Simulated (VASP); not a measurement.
# Zr (Im-3m) in VASP: notebook

The runs below take Zr through relaxation of the atoms, electrostatic potential, relaxation of cell and atoms, with r2SCAN+D3(BJ)+U, PBE+D2, PBE0, RPBE.

Everything below comes from runs of VASP 6.6.1. Logs are shortened: lines on timing, memory, paths and dates and some standing lists are left out, and cuts for length are marked.

## Step 1: The structure

The structure is cubic, space group Im-3m (No. 229). Conventional cell: a = 3.620 Å, b = 3.620 Å, c = 3.620 Å, α = 90.00°, β = 90.00°, γ = 90.00°. Around Zr (site symmetry m-3m) lie 8 Zr at 3.14 Å.

This isn't the form of Zr at room conditions, which is hcp.

## Step 2: Relaxation of the atoms, r2SCAN+D3(BJ)+U (volume scaled by 0.92)

File run.py:

```python
from ase.calculators.vasp import Vasp
from ase.io import read

atoms = read('Zr.xyz')
calc = Vasp(
    directory='calc',
    xc='r2scan',
    pp='PBE',
    setups='gw',
    prec='Accurate',
    encut=550,
    ediff=1e-06,
    ismear=1,
    sigma=0.1,
    lreal=False,
    lasph=True,
    nelm=60,
    algo='Normal',
    isif=2,
    lwave=False,
    lcharg=False,
    lmaxmix=4,
    ldautype=2,
    ldauprint=1,
    lmixtau=True,
    ivdw=12,
    vdw_s6=1.0,
    vdw_s8=0.78981345,
    vdw_a1=0.49484001,
    vdw_a2=5.73083694,
    ibrion=2,
    nsw=60,
    ediffg=-0.01,
    ldau_luj={'Zr': {'L': 2, 'U': 4.5, 'J': 0}},
    kpts=[10, 10, 10],
    gamma=True,
)
atoms.calc = calc

print('energy (eV):', atoms.get_potential_energy())
print('free energy (eV):', atoms.get_potential_energy(force_consistent=True))
print('forces (eV/A):')
print(atoms.get_forces())
print('stress (eV/A^3, Voigt):', atoms.get_stress())
print('Fermi level (eV):', calc.get_fermi_level())
print('cell (A, degrees):', atoms.cell.cellpar())
print('volume (A^3):', atoms.get_volume())
print('scaled positions:')
print(atoms.get_scaled_positions())
```

File Zr.xyz:

```xyz
1
Lattice="-1.7603857755 1.7603857755 1.7603857755 1.7603857755 -1.7603857755 1.7603857755 1.7603857755 1.7603857755 -1.7603857755" Properties=species:S:1:pos:R:3 pbc="T T T"
Zr     0.0000000000      0.0000000000      0.0000000000
```

Potentials or basis: VASP PAW PBE potentials, release 64 (Zr_sv_GW).

The run is started by

```bash
$ python run.py
```

Log:

```text
energy (eV): -22.37159361
free energy (eV): -22.37147561
forces (eV/A):
[[-0.  0. -0.]]
stress (eV/A^3, Voigt): [-0.07921532 -0.07921532 -0.07921532 -0.          0.          0.        ]
Fermi level (eV): 9.94977823
cell (A, degrees): [  3.0490776    3.0490776    3.0490776  109.47122063 109.47122063
 109.47122063]
volume (A^3): 21.821446881631434
scaled positions:
[[0. 0. 0.]]
```

OUTCAR:

```text
ENCUT = 550.000000
   EDIFF = 1.00e-06
   EDIFFG = -1.00e-02
   METAGGA = R2SCAN
   PREC = Accurate
   IBRION = 2
   ISIF = 2
   ISMEAR = 1
   NELM = 60
   NSW = 60
   IVDW = 12
   LASPH = .TRUE.
   LREAL = .FALSE.
 IVDW          = 12

 ion  position               nearest neighbor table
   1  0.000  0.000  0.000-

  LATTYP: Found a body centered cubic cell.
 ALAT       =     3.5207715510

  Lattice vectors:

 A1 = (  -1.7603857755,   1.7603857755,   1.7603857755)
 A2 = (   1.7603857755,  -1.7603857755,   1.7603857755)
 A3 = (   1.7603857755,   1.7603857755,  -1.7603857755)

Analysis of symmetry for initial positions (statically):
=====================================================================
 Subroutine PRICEL returns:
 Original cell was already a primitive cell.

 Routine SETGRP: Setting up the symmetry group for a
 body centered cubic supercell.

 Subroutine GETGRP returns: Found 48 space group operations
 (whereof 48 operations were pure point group operations)
 out of a pool of 48 trial point group operations.

The static configuration has the point symmetry O_h .

Analysis of symmetry for dynamics (positions and initial velocities):
=====================================================================
 Subroutine PRICEL returns:
 Original cell was already a primitive cell.

 Routine SETGRP: Setting up the symmetry group for a
 body centered cubic supercell.

 Subroutine GETGRP returns: Found 48 space group operations
 (whereof 48 operations were pure point group operations)
 out of a pool of 48 trial point group operations.

The dynamic configuration has the point symmetry O_h .

 Subroutine INISYM returns: Found 48 space group operations
 (whereof 48 operations are pure point group operations),
 and found     1 'primitive' translations

----------------------------------------------------------------------------------------

                                     Primitive cell

  volume of cell :      21.8214

  direct lattice vectors                    reciprocal lattice vectors
    -1.760385776  1.760385776  1.760385776     0.000000000  0.284028653  0.284028653
     1.760385776 -1.760385776  1.760385776     0.284028653  0.000000000  0.284028653
     1.760385776  1.760385776 -1.760385776     0.284028653  0.284028653  0.000000000

  length of vectors
     3.049077604  3.049077604  3.049077604     0.401677173  0.401677173  0.401677173

  position of ions in fractional coordinates (direct lattice)
     0.000000000  0.000000000  0.000000000

  ion indices of the primitive-cell ions
   primitive index   ion index
                 1           1

----------------------------------------------------------------------------------------

 KPOINTS: KPOINTS created by Atomic Simulation Env

Automatic generation of k-mesh.
 Grid dimensions read from file:
[... 99 lines left out ...]
   LRPA    =     F    only Hartree local field effects (RPA)
 conjugate gradient relaxation of ions
 non-spin polarized calculation
 Methfessel and Paxton  Order N= 1 SIGMA  =   0.10
  energy-cutoff  :      550.00
  volume of cell :       21.82
 maximum number of plane-waves:       682
   NGX = 11   NGY = 11   NGZ = 11

 number of electron      12.0000002 magnetization

 Free energy of the ion-electron system (eV)
  ---------------------------------------------------
  ext. energy  EPLUGINS =         0.00000000
  ---------------------------------------------------
  free energy    TOTEN  =       -30.29653156 eV

  energy without entropy =      -30.29605766  energy(sigma->0) =      -30.29637359

atom =   1  type =  1  l = 2

 onsite density matrix

spin component  1

  0.1087  0.0000  0.0000 -0.0000  0.0000
  0.0000  0.1087  0.0000 -0.0000 -0.0000
  0.0000  0.0000  0.1056  0.0000 -0.0000
 -0.0000 -0.0000  0.0000  0.1087  0.0000
  0.0000 -0.0000 -0.0000  0.0000  0.1056

spin component  2

  0.1087  0.0000  0.0000 -0.0000  0.0000
  0.0000  0.1087  0.0000 -0.0000 -0.0000
  0.0000  0.0000  0.1056  0.0000 -0.0000
 -0.0000 -0.0000  0.0000  0.1087  0.0000
  0.0000 -0.0000 -0.0000  0.0000  0.1056

 occupancies and eigenvectors

  o =  0.1056  v =  0.0000  0.0000  0.9934  0.0000  0.1150  0.0000  0.0000  0.0000  0.0000  0.0000      0.0000  0.0000  0.0000  0.0000  0.0000  0.0000  0.0000  0.0000  0.0000  0.0000
  o =  0.1056  v =  0.0000  0.0000  0.0000  0.0000  0.0000  0.0000  0.0000  0.9934  0.0000  0.1150      0.0000  0.0000  0.0000  0.0000  0.0000  0.0000  0.0000  0.0000  0.0000  0.0000
  o =  0.1056  v =  0.0000 -0.0000 -0.1150 -0.0000  0.9934  0.0000  0.0000  0.0000  0.0000  0.0000      0.0000  0.0000  0.0000  0.0000  0.0000  0.0000  0.0000  0.0000  0.0000  0.0000
  o =  0.1056  v =  0.0000  0.0000  0.0000  0.0000  0.0000  0.0000 -0.0000 -0.1150 -0.0000  0.9934      0.0000  0.0000  0.0000  0.0000  0.0000  0.0000  0.0000  0.0000  0.0000  0.0000
  o =  0.1087  v =  1.0000  0.0000  0.0000  0.0000  0.0000  0.0000  0.0000  0.0000  0.0000  0.0000      0.0000  0.0000  0.0000  0.0000  0.0000  0.0000  0.0000  0.0000  0.0000  0.0000
  o =  0.1087  v =  0.0000  0.0000  0.0000  0.0000  0.0000  1.0000  0.0000  0.0000  0.0000  0.0000      0.0000  0.0000  0.0000  0.0000  0.0000  0.0000  0.0000  0.0000  0.0000  0.0000
  o =  0.1087  v =  0.0000  0.0000  0.0000  0.0000  0.0000  0.0000  0.7020  0.0000 -0.7122  0.0000      0.0000  0.0000  0.0000  0.0000  0.0000  0.0000  0.0000  0.0000  0.0000  0.0000
  o =  0.1087  v =  0.0000  0.7020  0.0000 -0.7122  0.0000  0.0000  0.0000  0.0000  0.0000  0.0000      0.0000  0.0000  0.0000  0.0000  0.0000  0.0000  0.0000  0.0000  0.0000  0.0000
  o =  0.1087  v =  0.0000  0.0000  0.0000  0.0000  0.0000  0.0000 -0.7122  0.0000 -0.7020 -0.0000      0.0000  0.0000  0.0000  0.0000  0.0000  0.0000  0.0000  0.0000  0.0000  0.0000
  o =  0.1087  v =  0.0000 -0.7122  0.0000 -0.7020 -0.0000  0.0000  0.0000  0.0000  0.0000  0.0000      0.0000  0.0000  0.0000  0.0000  0.0000  0.0000  0.0000  0.0000  0.0000  0.0000

 number of electron      12.0000002 magnetization

 Free energy of the ion-electron system (eV)
  ---------------------------------------------------
  ext. energy  EPLUGINS =         0.00000000
  ---------------------------------------------------
  free energy    TOTEN  =       -22.10359785 eV

  energy without entropy =      -22.10395186  energy(sigma->0) =      -22.10371585

 E-fermi :   9.9498     XC(G=0): -12.3573

 val. band max:        9.9474949389   @ k =   0.3000   0.2000   0.0000
 cond. band min:       9.9716122789   @ k =   0.3000   0.1000   0.1000
 fundamental gap:      0.0241173401
 Fermi energy:         9.9497782342

 k-point     1 :       0.0000    0.0000    0.0000
  band No.  band energies     occupation
      1     -41.1741      2.00000
      2     -17.8227      2.00000
      3     -17.8227      2.00000
      4     -17.8227      2.00000
      5       3.5477      2.00000
      6      11.5820     -0.00000
      7      11.5820     -0.00000
      8      11.5820     -0.00000
      9      14.3756      0.00000
     10      14.3756      0.00000
[... 287 lines left out ...]
 k-point    24 :      -0.3000    0.3000    0.1000
  band No.  band energies     occupation
      1     -41.0255      2.00000
      2     -18.6143      2.00000
      3     -18.1103      2.00000
      4     -17.9187      2.00000
      5       6.3621      2.00000
      6      10.0287      0.02547
      7      10.3361     -0.00000
      8      12.9673      0.00000
      9      14.5411      0.00000
     10      15.3442      0.00000

 [... further k-points ...]

------------------------ aborting loop because EDIFF is reached ----------------------------------------

 Edisp (eV)   -0.26788

 E8    (eV) :    -0.1127

  FORCE on cell =-STRESS in cart. coord.  units (eV):
  Direction    XX          YY          ZZ          XY          YZ          ZX
  --------------------------------------------------------------------------------------
  -------------------------------------------------------------------------------------
  Total       1.72859     1.72859     1.72859     0.00000     0.00000    -0.00000
  in kB     126.91693   126.91693   126.91693     0.00000     0.00000    -0.00000
  external pressure =      126.92 kB  Pullay stress =        0.00 kB

 VOLUME and BASIS-vectors are now :
 -----------------------------------------------------------------------------
  energy-cutoff  :      550.00
  volume of cell :       21.82
      direct lattice vectors                 reciprocal lattice vectors
    -1.760385776  1.760385776  1.760385776     0.000000000  0.284028653  0.284028653
     1.760385776 -1.760385776  1.760385776     0.284028653  0.000000000  0.284028653
     1.760385776  1.760385776 -1.760385776     0.284028653  0.284028653  0.000000000

 POSITION                                       TOTAL-FORCE (eV/Angst)
 -----------------------------------------------------------------------------------
      0.00000      0.00000      0.00000        -0.000000      0.000000     -0.000000
 -----------------------------------------------------------------------------------
    total drift:                                0.000000      0.000000      0.000000

  FREE ENERGIE OF THE ION-ELECTRON SYSTEM (eV)
  ---------------------------------------------------
  free  energy   TOTEN  =       -22.3714756137 eV

  energy  without entropy=      -22.3718296232  energy(sigma->0) =      -22.37159362

 reached required accuracy - stopping structural energy minimisation
```

INCAR:

```text
ENCUT = 550.000000
SIGMA = 0.100000
VDW_S6 = 1.000000
VDW_S8 = 0.789813
VDW_A1 = 0.494840
VDW_A2 = 5.730837
EDIFF = 1.00e-06
EDIFFG = -1.00e-02
ALGO = Normal
METAGGA = R2SCAN
PREC = Accurate
IBRION = 2
ISIF = 2
ISMEAR = 1
LDAUPRINT = 1
LDAUTYPE = 2
LMAXMIX = 4
NELM = 60
NSW = 60
IVDW = 12
LASPH = .TRUE.
LCHARG = .FALSE.
LWAVE = .FALSE.
LMIXTAU = .TRUE.
LREAL = .FALSE.
LDAU = .TRUE.
LDAUL = 2
LDAUU = 4.500
LDAUJ = 0.000
```

It took 55 s on 1 thread of Intel Xeon Platinum 8488C (Sapphire Rapids), shared host; peak memory 0.16 GiB.

What came out:

```
Free energy                : -22.3715 eV
Pressure after relaxing    : 12.7 GPa
Band gap on the k mesh     : none (metal or under the smearing width)
Dispersion energy per atom : -0.268 eV
```

Final structure:
```
Zr
1.0
    -1.76039    1.76039    1.76039
     1.76039   -1.76039    1.76039
     1.76039    1.76039   -1.76039
Zr
1
Direct
  0.00000 0.00000 0.00000
```

Levels at points of the mesh, in eV from the Fermi level:
| k point | band 2 | band 3 | band 4 | band 5 | band 6 | band 7 | band 8 | band 9 | band 10 |
| --- | --- | --- | --- | --- | --- | --- | --- | --- | --- |
| (0.00, 0.00, 0.00) | -27.77 | -27.77 | -27.77 | -6.40 | 1.63 | 1.63 | 1.63 | 4.43 | 4.43 |
| (0.50, 0.00, 0.00) | -28.98 | -28.14 | -27.79 | -3.29 | -0.58 | 1.14 | 4.49 | 5.33 | 7.72 |
| (0.50, 0.50, 0.50) | -28.58 | -28.58 | -28.58 | -3.04 | -3.04 | 6.90 | 6.90 | 6.90 | 7.65 |

Eigenvalues of the final occupation matrices:
| site | spin | trace | eigenvalues |
| --- | --- | --- | --- |
| site 1 d | 1 | 0.54 | 0.11 0.11 0.11 0.11 0.11 |
| site 1 d | 2 | 0.54 | 0.11 0.11 0.11 0.11 0.11 |

Caveat: the relaxation stopped at its first step, so nothing moved; the PAW data sets were made with another functional, which shifts forces and pressure a little; U without spin polarisation on a metal has little footing; pairwise dispersion overbinds metals, which lowers pressure and volume; the U is typed as a test and isn't derived for this compound.

## Step 3: Electrostatic potential, PBE+D2 (cell strained at random at fixed volume)

File INCAR:

```
ALGO = Normal
EDIFF = 1E-7
ENCUT = 520
GGA = PE
ISIF = 2
ISMEAR = 1
IVDW = 1
LASPH = T
LCHARG = T
LREAL = F
LVHAR = T
LWAVE = F
NELM = 60
PREC = Accurate
SIGMA = 0.2
```

File KPOINTS:

```
k-points
0
Gamma
  10 10 10
```

File POSCAR:

```
Zr
1.0
   -1.7157150000      1.8440750000      1.7316930000
    1.8140470000     -1.8847860000      1.8707370000
    1.7181900000      1.8872610000     -1.7724040000
Zr
1
Cartesian
    0.0000000000      0.0000000000      0.0000000000
```

Potentials or basis: VASP PAW PBE potentials, release 64 (Zr_sv).

The run is started by

```bash
$ cat potpaw_PBE.64/Zr_sv/POTCAR > POTCAR
$ mpirun -np 1 vasp_std > vasp.out
```

Wall time 49 s (1 thread of Intel Xeon Platinum 8488C (Sapphire Rapids), shared host); peak memory 0.23 GiB.

The run converged. Its results:

```yaml
Free_energy: -9.0624 eV
Pressure: -3.5 GPa
Band_gap_on_the_k_mesh: none (metal or under the smearing width)
Dispersion_energy_per_atom: -0.639 eV
```

Stress tensor (GPa, compression positive):
```
-3.76  0.28 -1.44
 0.28 -3.38  0.50
-1.44  0.50 -3.44
```

Levels at points of the mesh, in eV from the Fermi level:
```
           k point  band 3  band 4  band 5  band 6  band 7  band 8  band 9  band 10
(0.00, 0.00, 0.00)  -26.10  -26.04   -5.36    0.59    1.21    1.43    3.22     3.88
(0.50, 0.00, 0.00)  -26.39  -26.09   -2.73   -0.36    1.50    3.03    3.94     6.13
(0.00, 0.50, 0.00)  -26.34  -26.09   -2.77   -1.03    1.34    4.10    4.62     5.96
(0.50, 0.50, 0.00)  -26.37  -26.10   -2.74   -0.59    1.49    3.26    4.25     6.03
(0.00, 0.00, 0.50)  -26.39  -26.08   -2.75   -0.62    1.47    3.32    4.30     6.08
(0.50, 0.00, 0.50)  -26.48  -26.15   -2.74   -0.87    2.04    3.59    4.06     6.43
(0.00, 0.50, 0.50)  -26.34  -26.06   -2.75   -0.45    1.23    3.24    4.19     5.94
(0.50, 0.50, 0.50)  -26.75  -26.61   -2.54   -2.41    5.08    5.40    5.96     6.61
```

Caveat: atom-pairwise D2, TS and ULG terms overbind metals; pairwise dispersion overbinds metals, which lowers pressure and volume.

## Step 4: Relaxation of cell and atoms, PBE0

File POSCAR:

```
Zr
1.0
   -1.8100000000      1.8100000000      1.8100000000
    1.8100000000     -1.8100000000      1.8100000000
    1.8100000000      1.8100000000     -1.8100000000
Zr
1
Direct
    0.0000000000      0.0000000000      0.0000000000
```

File INCAR.step1:

```
ALGO = Normal
EDIFF = 1E-5
ENCUT = 600
GGA = PE
ISMEAR = -1
LASPH = T
LCHARG = F
LREAL = F
LWAVE = T
NELM = 100
PREC = Accurate
SIGMA = 0.05
```

File INCAR.step2:

```
AEXX = 0.25
ALGO = Normal
EDIFF = 1E-7
EDIFFG = -0.005
ENCUT = 600
GGA = PE
IBRION = 2
ISIF = 3
ISMEAR = -1
ISTART = 1
LASPH = T
LCHARG = F
LHFCALC = T
LREAL = F
LWAVE = F
NELM = 100
NSW = 40
PREC = Accurate
PRECFOCK = Normal
SIGMA = 0.05
```

File KPOINTS:

```
k-points
0
Gamma
  5 5 5
```

The run is started by

```bash
$ cat potpaw_PBE.64/Zr_sv/POTCAR > POTCAR
$ cp INCAR.step1 INCAR
$ mpirun -np 1 vasp_std > vasp.out
$ cp INCAR.step2 INCAR
$ mpirun -np 1 vasp_std > vasp.out
```

It took 21 min on 1 thread of AMD EPYC 9R45 (Zen 5), shared host; peak memory 0.15 GiB.

It converged, with:

| Property | Result |
| --- | --- |
| Free energy | -10.6756 eV |
| Relaxed volume | 22.49 Å³/atom |
| Relaxed cell | a = 3.080 Å, b = 3.080 Å, c = 3.080 Å, α = 109.47°, β = 109.47°, γ = 109.47° |
| Space group after relaxing (to 0.05 Å) | Im-3m (No. 229) |
| Energy gained by relaxing | 21.5 meV/atom |
| Ionic steps | 5 |
| Pressure after relaxing | 0.0 GPa |
| Band gap on the k mesh | none (metal or under the smearing width) |

The path:
| step | energy change (eV) | largest force (eV/Å) | pressure (GPa) | volume (Å³) |
| --- | --- | --- | --- | --- |
| 1 | 0.0000 | 0.0000 | -5.32 | 23.72 |
| 2 | 0.0095 | 0.0000 | 7.68 | 21.12 |
| 3 | -0.0215 | 0.0000 | -0.06 | 22.49 |
| 4 | -0.0215 | 0.0000 | 0.04 | 22.47 |
| 5 | -0.0215 | 0.0000 | -0.04 | 22.49 |

Final structure:
```cif
data_structure
_symmetry_space_group_name_H-M 'P 1'
_symmetry_Int_Tables_number 1
_cell_length_a 3.0798
_cell_length_b 3.0798
_cell_length_c 3.0798
_cell_angle_alpha 109.471
_cell_angle_beta 109.471
_cell_angle_gamma 109.471
_cell_volume 22.49
loop_
_atom_site_label
_atom_site_type_symbol
_atom_site_fract_x
_atom_site_fract_y
_atom_site_fract_z
_atom_site_occupancy
Zr1 Zr 0.00000 0.00000 0.00000 1
```

Levels at points of the mesh, in eV from the Fermi level:
```
           k point  band 3  band 4  band 5  band 6  band 7  band 8  band 9  band 10
(0.00, 0.00, 0.00)  -28.60  -28.60   -6.94    1.98    1.98    1.98    4.74     4.74
```

Caveat: the k mesh is coarse (spacing up to 0.49 Å⁻¹), so the values aren't converged, least of all with exact exchange; the PAW data sets were made with another functional, which shifts forces and pressure a little.

(Part 1 of 2 ends here.)
